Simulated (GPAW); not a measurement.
The system is TiC.

```
Ti C
1.0
     0.00000    2.16572    2.16572
     2.16572    0.00000    2.16572
     2.16572    2.16572    0.00000
Ti C
1 1
Cartesian
  0.0000 0.0000 0.0000
  2.1657 2.1657 2.1657
```

The cell is a database's computed one.

```yaml
Program: GPAW 26.7.0
Task: relaxation of cell and atoms
Functional: PBEsol
Dispersion: D3
Potentials_or_basis: PAW data sets generated in the run's folder for this functional
Cutoff: 800 eV
Basis: pw
k_mesh: 11 × 11 × 11
Occupations: fermi-dirac, width 0.05 eV
Spin: no spin polarisation
```

At the start: pressure -9.9 GPa; volume 10.16 Å³/atom.

How do energy, volume and symmetry change on relaxing?

Over 3 steps the energy falls by 10.9 meV/atom and the volume is 9.76 Å³/atom (-3.9 %); space group Fm-3m (No. 225, to 0.05 Å).

Step by step:
| step | energy change (eV) | largest force (eV/Å) | pressure (GPa) | volume (Å³) |
| --- | --- | --- | --- | --- |
| 1 | 0.0000 | 0.0000 | -9.89 | 20.32 |
| 2 | -0.0131 | 0.0000 | -6.62 | 20.04 |
| 3 | -0.0218 | 0.0000 | 0.28 | 19.53 |

Final structure:
```
Ti C
1.0
     0.00000    2.13732    2.13732
     2.13732    0.00000    2.13732
     2.13732    2.13732    0.00000
Ti C
1 1
Cartesian
  0.0000 0.0000 0.0000
  2.1373 2.1373 2.1373
```

Caveat: later steps reuse the first step's grids; pairwise dispersion overbinds metals, which lowers pressure and volume.
